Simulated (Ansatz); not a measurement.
AlRu:

```
CELL_PARAMETERS angstrom
2.99160 0.00000 0.00000
0.00000 2.99160 0.00000
0.00000 0.00000 2.99160
ATOMIC_POSITIONS crystal
Ru 0.50000 0.50000 0.50000
Al 0.00000 0.00000 0.00000
```

* Program: Ansatz 0.2.0
* Task: relaxation of cell and atoms
* Functional: PBEsol0
* Potentials or basis: Ansatz PAW
* Cutoff: 420 eV (not typed: the program's choice for these potentials)
* k mesh: 5 × 5 × 5
* Occupations: fermi-dirac, width 0.05 eV
* Spin: no spin polarisation

At the start: volume 13.39 Å³/atom.

**Question.** How do energy, volume and symmetry change on relaxing?

**Answer.** It ends after 5 steps and the volume is 12.96 Å³/atom (-3.2 %); space group Pm-3m (No. 221, to 0.05 Å).

Step by step:
| step | energy change (eV) | largest force (eV/Å) | volume (Å³) |
| --- | --- | --- | --- |
| 1 | 0.0000 | 0.0000 | 26.77 |
| 2 | -0.0179 | 0.0000 | 25.67 |
| 3 | -0.0196 | 0.0000 | 25.94 |
| 4 | -0.0196 | 0.0000 | 25.92 |
| 5 | -0.0194 | 0.0000 | 25.92 |

Final structure:
```yaml
crystal:
  lattice:
    - [2.95953, 0.00000, 0.00000]
    - [0.00000, 2.95953, 0.00000]
    - [0.00000, 0.00000, 2.95953]
  atoms:
    - { symbol: Ru, position: [0.50000, 0.50000, 0.50000] }
    - { symbol: Al, position: [0.00000, 0.00000, 0.00000] }
```

Caveat: the k mesh is coarse (spacing up to 0.42 Å⁻¹), so the values aren't converged, least of all with exact exchange; the plane-wave basis is chosen anew once the cell has moved, so the energies of steps on either side of that aren't comparable; the PAW data sets come from PBE, with cores solved anew for the run's functional, which leaves a small shift of forces and pressure.
